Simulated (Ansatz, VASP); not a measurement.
**BN: VASP beside Ansatz**

```
CELL_PARAMETERS angstrom
0.00000 1.79404 1.79404
1.79404 0.00000 1.79404
1.79404 1.79404 0.00000
ATOMIC_POSITIONS crystal
B 0.00000 0.00000 0.00000
N 0.75000 0.75000 0.75000
```

Alike in both runs: task single point; functional PBE; k mesh 12 × 12 × 12; occupations gaussian, width 0.02 eV; no spin polarisation.

|  | VASP | Ansatz |
| --- | --- | --- |
| version | VASP 6.6.1 | Ansatz 0.2.0 |
| potentials or method | VASP PAW PBE potentials, release 64 (B, N) | scalar-relativistic, plane waves, PAW |
| plane-wave cutoff (eV) | 520 | 420 |
| valence electrons in the cell | 8 | 8 |

|  | VASP | Ansatz | Ansatz less VASP |
| --- | --- | --- | --- |
| gap on the k mesh at the Fermi level (eV) | 4.48 | 4.49 | +0.010 |
| least direct gap on the mesh (eV) | 8.93 | 8.94 | +0.009 |
| pressure (GPa) | 12.3 | 12.0 | -0.34 |

A k mesh can miss the band edges.
